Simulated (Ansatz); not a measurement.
**Cu in Ansatz: the effect of target pressure**

The system is Cu.

```
CELL_PARAMETERS angstrom
2.53410 0.00000 0.00000
-1.26705 2.19459 0.00000
0.00000 0.00000 4.11257
ATOMIC_POSITIONS crystal
Cu 0.66667 0.33333 0.75000
Cu 0.33333 0.66667 0.25000
```

This isn't the form of Cu at room conditions, which is fcc.

Alike in all runs:

```yaml
Program: Ansatz 0.2.0
Task: relaxation of cell and atoms
Functional: PBEsol
Potentials_or_basis: Ansatz PAW
Cutoff: "420 eV (not typed: the program's choice for these potentials)"
k_mesh: 12 × 12 × 7
Occupations: fermi-dirac, width 0.05 eV
Spin: no spin polarisation
```

Each run relaxes the cell or the atoms first.

| target pressure | relaxed volume (Å³/atom) |
| --- | --- |
| 0 GPa | 11.33 |
| 2 GPa | 11.20 |
| 5 GPa | 11.02 |
| 10 GPa | 10.75 |
| 20 GPa | ? |
| 30 GPa | 9.95 |

Task: What does the run with target pressure 20 GPa give?

Result: Relaxed volume 10.31 Å³/atom.

Worked out: In Murnaghan's law V^(-B') rises as a straight line in P. The other rows fit best with B' = 4.7, V0 = 11.33 Å³/atom and B0 = 167 GPa, which gives 10.31 Å³/atom at 20 GPa, against the run's 10.31.

Caveats: the plane-wave basis is chosen anew once the cell has moved, so the energies of steps on either side of that aren't comparable; the PAW data sets come from PBE, with cores solved anew for the run's functional, which leaves a small shift of forces and pressure.
